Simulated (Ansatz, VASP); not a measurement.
## Mo3S in VASP and in Ansatz

```
Mo S
1.0
     3.91327    0.00000    0.00000
     0.00000    3.91327    0.00000
     0.00000    0.00000    3.91327
Mo S
3 1
Direct
  0.00000 0.50000 0.50000
  0.50000 0.00000 0.50000
  0.50000 0.50000 0.00000
  0.00000 0.00000 0.00000
```

Alike in both runs: functional PBE; k mesh 4 × 4 × 4; occupations gaussian, width 0.1 eV; no spin polarisation.

Ansatz relaxed the structure, and its values are those at the end. VASP's run is a single point on that final structure, the one shown.

|  | VASP | Ansatz |
| --- | --- | --- |
| version | VASP 6.6.1 | Ansatz 0.2.0 |
| potentials or method | VASP PAW PBE potentials, release 64 (Mo_sv, S) | scalar-relativistic, plane waves, PAW |
| plane-wave cutoff (eV) | 520 | 420 |
| valence electrons in the cell | 48 | 48 |

Ansatz gave:

- gap on the k mesh at the Fermi level (eV): none
- pressure (GPa): 0.2

**Question.** What did VASP give for the same quantities?

**Answer.** gap on the k mesh at the Fermi level (eV): none; pressure (GPa): 0.6.

A gap of «none» marks a metal or a gap that the smearing closes. The functional is the same, so the differences come from potentials, cutoffs and numerics.

Caveats: the k mesh is coarse (spacing up to 0.40 Å⁻¹), so the values aren't converged.
